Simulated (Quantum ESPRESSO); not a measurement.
# Al (Im-3m) in Quantum ESPRESSO: a series of runs

Runs on Al. Level: PBEsol. Tasks: energy-loss spectrum.

Everything below comes from runs of Quantum ESPRESSO 7.5. Logs are shortened: lines on timing, memory, paths and dates and some standing lists are left out, and cuts for length are marked.

### Step 1. Starting point

The structure is cubic, space group Im-3m (No. 229). The conventional cell has a = 3.182 Å, b = 3.182 Å, c = 3.182 Å, α = 90.00°, β = 90.00°, γ = 90.00°. Around Al (site symmetry m-3m) lie 8 Al at 2.76 Å.

This isn't the form of Al at room conditions, which is fcc.

### Step 2. Energy-loss spectrum, PBEsol

Input file pw.in:

```
&CONTROL
  calculation = 'scf'
  prefix = 'pwscf'
  outdir = './tmp'
  pseudo_dir = './pseudo'
  tprnfor = .true.
  tstress = .true.
  disk_io = 'low'
/
&SYSTEM
  ibrav = 0
  nat = 1
  ntyp = 1
  ecutwfc = 40
  nbnd = 6
  occupations = 'smearing'
  smearing = 'mv'
  degauss = 0.01469973
/
&ELECTRONS
  conv_thr = 2d-10
  electron_maxstep = 120
  mixing_beta = 0.5
/
ATOMIC_SPECIES
Al    26.9815 Al.upf
CELL_PARAMETERS angstrom
  -1.5912186900    1.5912186900    1.5912186900
   1.5912186900   -1.5912186900    1.5912186900
   1.5912186900    1.5912186900   -1.5912186900
ATOMIC_POSITIONS angstrom
Al     0.0000000000    0.0000000000    0.0000000000
K_POINTS automatic
12 12 12 1 1 1
```

Input file scf2.in:

```
&CONTROL
  calculation = 'scf'
  prefix = 'pwscf'
  outdir = './tmp'
  pseudo_dir = './pseudo'
  tprnfor = .true.
  tstress = .true.
  disk_io = 'low'
/
&SYSTEM
  ibrav = 0
  nat = 1
  ntyp = 1
  ecutwfc = 40
  nbnd = 6
  occupations = 'smearing'
  smearing = 'mv'
  degauss = 0.01469973
/
&ELECTRONS
  conv_thr = 1d-11
  electron_maxstep = 120
  mixing_beta = 0.5
  startingpot = 'file'
  startingwfc = 'file'
/
ATOMIC_SPECIES
Al    26.9815 Al.upf
CELL_PARAMETERS angstrom
  -1.5912186900    1.5912186900    1.5912186900
   1.5912186900   -1.5912186900    1.5912186900
   1.5912186900    1.5912186900   -1.5912186900
ATOMIC_POSITIONS angstrom
Al     0.0000000000    0.0000000000    0.0000000000
K_POINTS automatic
12 12 12 1 1 1
```

Input file eels.in:

```
&LR_INPUT
  prefix = 'pwscf'
  outdir = './tmp'
  restart_step = 5000
  restart = .false.
/
&LR_CONTROL
  calculator = 'lanczos'
  approximation = 'TDDFT'
  q1 = 0
  q2 = 0
  q3 = 0.1315927264
  itermax = 300
/
```

Input file spectrum.in:

```
&LR_INPUT
  prefix = 'pwscf'
  outdir = './tmp'
  eels = .true.
  itermax0 = 300
  itermax = 20000
  extrapolation = 'osc'
  epsil = 0.03
  units = 1
  start = 0
  end = 40
  increment = 0.2
/
```

Input file spectrum_short.in:

```
&LR_INPUT
  prefix = 'pwscf'
  outdir = './tmp'
  eels = .true.
  itermax0 = 200
  itermax = 20000
  extrapolation = 'osc'
  epsil = 0.03
  units = 1
  start = 0
  end = 40
  increment = 0.2
/
```

Potentials or basis: PseudoDojo 0.4.1 SR PBEsol standard.

The run is started by

```console
$ OMP_NUM_THREADS=1 pw.x -in pw.in > pw.out
$ OMP_NUM_THREADS=1 pw.x -in scf2.in > scf2.out
$ OMP_NUM_THREADS=1 turbo_eels.x -in eels.in > eels.out
$ OMP_NUM_THREADS=1 turbo_spectrum.x -in spectrum.in > spectrum.out
$ OMP_NUM_THREADS=1 turbo_spectrum.x -in spectrum_short.in > spectrum_short.out
```

pw.out:

```text
This program is part of the open-source Quantum ESPRESSO suite
     for quantum simulation of materials; please cite
[... 9 lines left out ...]
     --------------------
     sticks:   dense  smooth     PW     G-vecs:    dense   smooth      PW
     Sum         333     333    117                 3781     3781     767

     Using Slab Decomposition

     bravais-lattice index     =            0
     lattice parameter (alat)  =       5.2082  a.u.
     unit-cell volume          =     108.7542 (a.u.)^3
     number of atoms/cell      =            1
     number of atomic types    =            1
     number of electrons       =         3.00
     number of Kohn-Sham states=            6
     kinetic-energy cutoff     =      40.0000  Ry
     charge density cutoff     =     160.0000  Ry
     scf convergence threshold =      2.0E-10
     mixing beta               =       0.5000
     number of iterations used =            8  plain     mixing
     Exchange-correlation= PBESOL
                           (   1   4  10   8   0   0   0)

     celldm(1)=   5.208221  celldm(2)=   0.000000  celldm(3)=   0.000000
     celldm(4)=   0.000000  celldm(5)=   0.000000  celldm(6)=   0.000000

     crystal axes: (cart. coord. in units of alat)
               a(1) = (  -0.577350   0.577350   0.577350 )
               a(2) = (   0.577350  -0.577350   0.577350 )
               a(3) = (   0.577350   0.577350  -0.577350 )

     reciprocal axes: (cart. coord. in units 2 pi/alat)
               b(1) = ( -0.000000  0.866025  0.866025 )
               b(2) = (  0.866025 -0.000000  0.866025 )
               b(3) = (  0.866025  0.866025  0.000000 )

     PseudoPot. # 1 for Al read from file:
     Al.upf
     Pseudo is Norm-conserving + core correction, Zval =  3.0
     Generated using ONCVPSP code by D. R. Hamann
     Using radial grid of 1876 points,  6 beta functions with:
                l(1) =   0
                l(2) =   0
                l(3) =   1
                l(4) =   1
                l(5) =   2
                l(6) =   2

     atomic species   valence    mass     pseudopotential
     Al                3.00    26.98150     Al( 1.00)

     48 Sym. Ops., with inversion, found

   Cartesian axes

     site n.     atom                  positions (alat units)
         1        Al     tau(   1) = (   0.0000000   0.0000000   0.0000000  )

     number of k points=    68  Marzari-Vanderbilt smearing, width (Ry)=  0.0147
                       cart. coord. in units 2pi/alat
        k(    1) = (   0.0721688   0.0721688   0.0721688), wk =   0.0092593
        k(    2) = (   0.1443376   0.1443376   0.0721688), wk =   0.0277778
        k(    3) = (   0.2165064   0.2165064   0.0721688), wk =   0.0277778
        k(    4) = (   0.2886751   0.2886751   0.0721688), wk =   0.0277778
        k(    5) = (   0.3608439   0.3608439   0.0721688), wk =   0.0277778
        k(    6) = (   0.4330127   0.4330127   0.0721688), wk =   0.0138889
[... 60 lines left out ...]
        k(   67) = (  -0.7938566  -0.0721688  -0.0721688), wk =   0.0092593
        k(   68) = (   0.0000000   0.0000000   0.7938566), wk =   0.0069444

     Dense  grid:     3781 G-vectors     FFT dimensions: (  24,  24,  24)

     Initial potential from superposition of free atoms

     starting charge       2.9977, renormalised to       3.0000
     Starting wfcs are    4 randomized atomic wfcs +    2 random wfcs

     Self-consistent Calculation

     iteration #  1     ecut=    40.00 Ry     beta= 0.50
     Davidson diagonalization with overlap
     ethr =  1.00E-02,  avg # of iterations =  6.2

     Threshold (ethr) on eigenvalues was too large:
     Diagonalizing with lowered threshold

     Davidson diagonalization with overlap
     ethr =  1.77E-04,  avg # of iterations =  3.1

     total energy              =      -4.63343482 Ry
     estimated scf accuracy    <       0.00524127 Ry

     iteration #  2     ecut=    40.00 Ry     beta= 0.50
     Davidson diagonalization with overlap
     ethr =  1.75E-04,  avg # of iterations =  1.1

     total energy              =      -4.63303233 Ry
     estimated scf accuracy    <       0.00109498 Ry

     iteration #  3     ecut=    40.00 Ry     beta= 0.50
     Davidson diagonalization with overlap
     ethr =  3.65E-05,  avg # of iterations =  1.6

     total energy              =      -4.63307778 Ry
     estimated scf accuracy    <       0.00000084 Ry

     iteration #  4     ecut=    40.00 Ry     beta= 0.50
     Davidson diagonalization with overlap
     c_bands:  2 eigenvalues not converged
     ethr =  2.80E-08,  avg # of iterations =  4.8

     total energy              =      -4.63308039 Ry
     estimated scf accuracy    <       0.00000003 Ry

     iteration #  5     ecut=    40.00 Ry     beta= 0.50
     Davidson diagonalization with overlap
     ethr =  9.94E-10,  avg # of iterations =  1.6

     total energy              =      -4.63308040 Ry
     estimated scf accuracy    <          2.7E-09 Ry

     iteration #  6     ecut=    40.00 Ry     beta= 0.50
     Davidson diagonalization with overlap
     ethr =  9.01E-11,  avg # of iterations =  1.4

     End of self-consistent calculation

          k = 0.0722 0.0722 0.0722 (   456 PWs)   bands (ev):

    -2.8691  19.4219  19.4368  19.4368  23.3721  23.3721

          k = 0.1443 0.1443 0.0722 (   464 PWs)   bands (ev):

    -2.2629  15.9690  17.9480  18.0709  22.4392  23.0842

          k = 0.2165 0.2165 0.0722 (   464 PWs)   bands (ev):

    -1.2581  12.5644  16.6853  16.9527  21.3809  22.1692

          k = 0.2887 0.2887 0.0722 (   466 PWs)   bands (ev):

     0.1365   9.4167  15.7579  16.1372  20.5455  21.4398

          k = 0.3608 0.3608 0.0722 (   466 PWs)   bands (ev):

     1.9070   6.5859  15.1951  15.6429  20.0272  20.9725

          k = 0.4330 0.4330 0.0722 (   462 PWs)   bands (ev):

     3.8018   4.3366  15.0065  15.4776  19.8524  20.8122

          k =-0.0000-0.0000 0.0722 (   450 PWs)   bands (ev):

    -3.0718  20.4369  20.4369  21.6180  22.4075  23.1493

          k = 0.2165 0.1443 0.1443 (   465 PWs)   bands (ev):

    -1.4585  14.3162  14.8020  16.7743  23.3510  23.3612

          k = 0.2887 0.2165 0.1443 (   465 PWs)   bands (ev):

    -0.2605  11.2494  13.5153  15.7575  22.5439  23.8350

          k = 0.3608 0.2887 0.1443 (   467 PWs)   bands (ev):

     1.3203   8.2803  12.7676  15.0621  21.9072  23.7373

          k = 0.4330 0.3608 0.1443 (   471 PWs)   bands (ev):

     3.2580   5.6409  12.3946  14.7103  21.5752  23.5505

          k = 0.0000-0.0722 0.1443 (   459 PWs)   bands (ev):

    -2.6667  17.6406  18.8723  20.8756  21.1928  22.1785

          k = 0.3608 0.2165 0.2165 (   473 PWs)   bands (ev):

     1.1239  10.0157  10.7195  14.8969  23.5725  23.8657

          k = 0.4330 0.2887 0.2165 (   472 PWs)   bands (ev):

     2.8799   7.4999   9.8714  14.3677  23.2916  25.0701

          k = 0.5052 0.3608 0.2165 (   472 PWs)   bands (ev):

     4.7421   5.3046   9.6660  14.1897  23.1440  25.9616

          k =-0.0000-0.1443 0.2165 (   466 PWs)   bands (ev):

    -1.8601  14.1936  17.5330  19.6576  19.8587  21.8239

          k = 0.0722-0.0722 0.2165 (   460 PWs)   bands (ev):

    -2.0613  15.9144  16.2405  20.0057  20.8472  21.3755

          k = 0.5052 0.2887 0.2887 (   467 PWs)   bands (ev):

     4.7789   6.8136   7.5862  14.0133  24.8439  25.1051

          k =-0.0000-0.2165 0.2887 (   460 PWs)   bands (ev):

    -0.6587  10.9085  16.5041  18.6488  18.8195  21.1911

          k = 0.0722-0.1443 0.2887 (   460 PWs)   bands (ev):

    -1.0580  12.7179  14.8654  18.9476  19.9929  21.7436

          k =-0.0000-0.2887 0.3608 (   467 PWs)   bands (ev):

     0.9269   7.9127  15.8087  17.9590  18.1137  20.6320

          k = 0.0722-0.2165 0.3608 (   466 PWs)   bands (ev):

     0.3347   9.5952  13.9593  18.1294  19.1634  22.3314

          k = 0.1443-0.1443 0.3608 (   459 PWs)   bands (ev):

     0.1367  11.3243  11.9772  18.1271  20.5347  21.2751

          k = 0.0000-0.3608 0.4330 (   466 PWs)   bands (ev):

     2.8719   5.2590  15.4582  17.6117  17.7576  20.3246

          k = 0.0722-0.2887 0.4330 (   464 PWs)   bands (ev):

     2.1025   6.7740  13.4138  17.6306  18.6328  22.4386

          k = 0.1443-0.2165 0.4330 (   465 PWs)   bands (ev):

     1.7128   8.6295  10.9710  17.4881  20.1790  22.2630

          k =-0.7939-0.3608-0.3608 (   463 PWs)   bands (ev):

     3.9900   4.5337  13.2314  17.4637  18.4519  22.3925

          k =-0.7217-0.2887-0.3608 (   466 PWs)   bands (ev):
[... 89 lines left out ...]
     4.2246   8.5095   8.5095   9.7761  28.9637  28.9639

          k = 0.4330 0.4330 0.3608 (   466 PWs)   bands (ev):

     6.0595   6.5604   8.3208   9.3524  29.2396  29.5978

          k =-0.0000-0.0000 0.3608 (   458 PWs)   bands (ev):

    -0.6584  14.3663  14.3663  16.0424  17.4746  23.9883

          k =-0.0000-0.0722 0.4330 (   459 PWs)   bands (ev):

     0.5330  11.8843  13.3046  15.4154  17.2391  23.8748

          k =-0.0000-0.1443 0.5052 (   460 PWs)   bands (ev):

     2.1048   9.0070  12.5963  14.8224  18.3639  23.3155

          k = 0.0722-0.0722 0.5052 (   458 PWs)   bands (ev):

     1.9098  10.7318  11.2543  15.4947  16.6466  23.5939

          k = 0.0000-0.2165 0.5774 (   456 PWs)   bands (ev):

     4.0288   6.4013  12.2421  14.4707  20.0014  21.9393

          k = 0.0722-0.1443 0.5774 (   458 PWs)   bands (ev):

     3.6551   8.2396  10.4983  15.3857  17.6663  21.6470

          k =-0.7939-0.2165-0.2165 (   463 PWs)   bands (ev):

     5.4965   6.0744  10.3038  15.2453  19.1910  19.8234

          k =-0.7217-0.1443-0.2165 (   461 PWs)   bands (ev):

     5.5411   7.5650   8.3007  16.7551  17.5078  19.4498

          k =-0.0000-0.0000 0.5052 (   462 PWs)   bands (ev):

     1.7143  12.2390  12.2390  13.6113  15.3623  23.9830

          k =-0.0000-0.0722 0.5774 (   459 PWs)   bands (ev):

     3.2719  10.0342  11.5297  13.4422  15.4208  21.4304

          k = 0.0000-0.1443 0.6495 (   464 PWs)   bands (ev):

     5.1749   7.5161  11.1753  13.2305  16.8518  19.1216

          k = 0.0722-0.0722 0.6495 (   464 PWs)   bands (ev):

     4.9955   9.2384   9.7939  13.9472  15.1165  18.9314

          k =-0.7939-0.1443-0.1443 (   468 PWs)   bands (ev):

     6.8130   7.3446   9.4063  14.1761  15.9908  17.2442

          k =-0.0000-0.0000 0.6495 (   466 PWs)   bands (ev):

     4.8089  10.8201  10.8201  11.9858  13.7829  18.7506

          k = 0.0000-0.0722 0.7217 (   468 PWs)   bands (ev):

     6.6813   8.9282  10.4659  12.2244  14.0725  16.4814

          k =-0.7939-0.0722-0.0722 (   478 PWs)   bands (ev):

     8.4909   8.4909   9.2322  13.1737  13.1737  15.2264

          k = 0.0000 0.0000 0.7939 (   470 PWs)   bands (ev):

     8.4971  10.1118  10.1118  11.1721  12.2815  14.5438

     the Fermi energy is     8.2229 ev

!    total energy              =      -4.63308040 Ry
     estimated scf accuracy    <          8.9E-12 Ry
     smearing contrib. (-TS)   =      -0.00028052 Ry
     internal energy E=F+TS    =      -4.63279988 Ry

     The total energy is F=E-TS. E is the sum of the following terms:
     one-electron contribution =       2.98532440 Ry
     hartree contribution      =       0.00482784 Ry
     xc contribution           =      -2.17675075 Ry
     ewald contribution        =      -5.44620137 Ry

     convergence has been achieved in   6 iterations

     Forces acting on atoms (cartesian axes, Ry/au):

     atom    1 type  1   force =     0.00000000    0.00000000    0.00000000

     Total force =     0.000000     Total SCF correction =     0.000000

     Computing stress (Cartesian axis) and pressure

          total   stress  (Ry/bohr**3)                   (kbar)     P=       22.05
   0.00014992  -0.00000000  -0.00000000           22.05       -0.00       -0.00
  -0.00000000   0.00014992  -0.00000000           -0.00       22.05       -0.00
  -0.00000000  -0.00000000   0.00014992           -0.00       -0.00       22.05

=------------------------------------------------------------------------------=
   JOB DONE.
=------------------------------------------------------------------------------=
```

It took 1.7 min on 1 thread of Arm Neoverse V1, shared host; peak memory 0.16 GiB.

What came out:

- Free energy: -63.0363 eV
- Pressure: 2.2 GPa
- Band gap on the k mesh: none (metal or under the smearing width)
- Peak of the energy-loss function: 15.4 eV

Levels at points of the mesh, in eV from the Fermi level:
```csv
k point,band 1,band 2,band 3,band 4
"(0.04, 0.04, 0.04)",-11.09,11.20,11.21,11.21
```

Energy-loss function at q = [0.0, 0.0, 0.3] (Å⁻¹, cartesian):
| energy (eV) | loss |
| --- | --- |
| 0.0 | 0.000 |
| 1.8 | 0.009 |
| 3.4 | 0.019 |
| 5.2 | 0.033 |
| 7.0 | 0.057 |
| 8.6 | 0.096 |
| 10.4 | 0.181 |
| 12.2 | 0.422 |
| 13.8 | 1.579 |
| 15.6 | 10.389 |
| 17.4 | 1.112 |
| 19.0 | 0.362 |
| 20.8 | 0.157 |
| 22.4 | 0.093 |
| 24.2 | 0.063 |
| 26.0 | 0.054 |
| 27.6 | 0.049 |
| 29.4 | 0.036 |
| 31.2 | 0.025 |
| 32.8 | 0.020 |
| 34.6 | 0.017 |
| 36.4 | 0.016 |
| 38.0 | 0.016 |
| 39.8 | 0.017 |

### Step 3. Energy-loss spectrum, PBEsol

pw.in is that of step 2.

scf2.in is that of step 2.

eels.in: that of step 2 with these lines changed.

```diff
@@ -11,3 +11,3 @@
   q2 = 0
-  q3 = 0.1315927264
+  q3 = 0.2193212107
   itermax = 300
```

spectrum.in is that of step 2.

spectrum_short.in is that of step 2.

Potentials or basis: PseudoDojo 0.4.1 SR PBEsol standard.

The run is started by

```console
$ OMP_NUM_THREADS=1 pw.x -in pw.in > pw.out
$ OMP_NUM_THREADS=1 pw.x -in scf2.in > scf2.out
$ OMP_NUM_THREADS=1 turbo_eels.x -in eels.in > eels.out
$ OMP_NUM_THREADS=1 turbo_spectrum.x -in spectrum.in > spectrum.out
$ OMP_NUM_THREADS=1 turbo_spectrum.x -in spectrum_short.in > spectrum_short.out
```

pw.out:

```text
This program is part of the open-source Quantum ESPRESSO suite
     for quantum simulation of materials; please cite
[... 9 lines left out ...]
     --------------------
     sticks:   dense  smooth     PW     G-vecs:    dense   smooth      PW
     Sum         333     333    117                 3781     3781     767

     Using Slab Decomposition

     bravais-lattice index     =            0
     lattice parameter (alat)  =       5.2082  a.u.
     unit-cell volume          =     108.7542 (a.u.)^3
     number of atoms/cell      =            1
     number of atomic types    =            1
     number of electrons       =         3.00
     number of Kohn-Sham states=            6
     kinetic-energy cutoff     =      40.0000  Ry
     charge density cutoff     =     160.0000  Ry
     scf convergence threshold =      2.0E-10
     mixing beta               =       0.5000
[... 155 lines left out ...]
     Davidson diagonalization with overlap
     ethr =  9.94E-10,  avg # of iterations =  1.6
[... 4 lines left out ...]
     iteration #  6     ecut=    40.00 Ry     beta= 0.50
     Davidson diagonalization with overlap
     ethr =  9.01E-11,  avg # of iterations =  1.4

     End of self-consistent calculation

          k = 0.0722 0.0722 0.0722 (   456 PWs)   bands (ev):

    -2.8691  19.4219  19.4368  19.4368  23.3721  23.3721

          k = 0.1443 0.1443 0.0722 (   464 PWs)   bands (ev):
[... 263 lines left out ...]
          k = 0.0000 0.0000 0.7939 (   470 PWs)   bands (ev):

     8.4971  10.1118  10.1118  11.1721  12.2815  14.5438

     the Fermi energy is     8.2229 ev

!    total energy              =      -4.63308040 Ry
     estimated scf accuracy    <          8.9E-12 Ry
     smearing contrib. (-TS)   =      -0.00028052 Ry
     internal energy E=F+TS    =      -4.63279988 Ry

     The total energy is F=E-TS. E is the sum of the following terms:
     one-electron contribution =       2.98532440 Ry
     hartree contribution      =       0.00482784 Ry
     xc contribution           =      -2.17675075 Ry
     ewald contribution        =      -5.44620137 Ry

     convergence has been achieved in   6 iterations

     Forces acting on atoms (cartesian axes, Ry/au):

     atom    1 type  1   force =     0.00000000    0.00000000    0.00000000

     Total force =     0.000000     Total SCF correction =     0.000000

     Computing stress (Cartesian axis) and pressure

          total   stress  (Ry/bohr**3)                   (kbar)     P=       22.05
   0.00014992  -0.00000000  -0.00000000           22.05       -0.00       -0.00
  -0.00000000   0.00014992  -0.00000000           -0.00       22.05       -0.00
  -0.00000000  -0.00000000   0.00014992           -0.00       -0.00       22.05

=------------------------------------------------------------------------------=
   JOB DONE.
=------------------------------------------------------------------------------=
```

eels.out:

```text
This program is part of the open-source Quantum ESPRESSO suite
     for quantum simulation of materials; please cite
         "P. Giannozzi et al., J. Phys.:Condens. Matter 21 395502 (2009);
         "P. Giannozzi et al., J. Phys.:Condens. Matter 29 465901 (2017);
         "P. Giannozzi et al., J. Chem. Phys. 152 154105 (2020);
     in publications or presentations arising from this work. More details at

[... 370 lines left out ...]
     gamma(00000300)= 19.931848
     z1=       1 -0.305656223181340E-02  0.852023398962954E-10
     End of Lanczos iterations

     Finished linear response calculation...

     US routines

     EELS routines

=------------------------------------------------------------------------------=
   JOB DONE.
=------------------------------------------------------------------------------=
```

It took 1.7 min on 1 thread of Arm Neoverse V1, shared host; peak memory 0.16 GiB.

Results:

- Free energy: -63.0363 eV
- Pressure: 2.2 GPa
- Band gap on the k mesh: none (metal or under the smearing width)
- Peak of the energy-loss function: 15.8 eV

Energy-loss function at q = [0.0, 0.0, 0.5] (Å⁻¹, cartesian):
| energy (eV) | loss |
| --- | --- |
| 0.0 | 0.000 |
| 1.8 | 0.013 |
| 3.4 | 0.034 |
| 5.2 | 0.058 |
| 7.0 | 0.087 |
| 8.6 | 0.110 |
| 10.4 | 0.152 |
| 12.2 | 0.306 |
| 13.8 | 0.931 |
| 15.6 | 9.609 |
| 17.4 | 1.697 |
| 19.0 | 0.443 |
| 20.8 | 0.181 |
| 22.4 | 0.105 |
| 24.2 | 0.071 |
| 26.0 | 0.060 |
| 27.6 | 0.053 |
| 29.4 | 0.037 |
| 31.2 | 0.025 |
| 32.8 | 0.021 |
| 34.6 | 0.020 |
| 36.4 | 0.020 |
| 38.0 | 0.019 |
| 39.8 | 0.017 |

(Continued in part 2 of 2.)
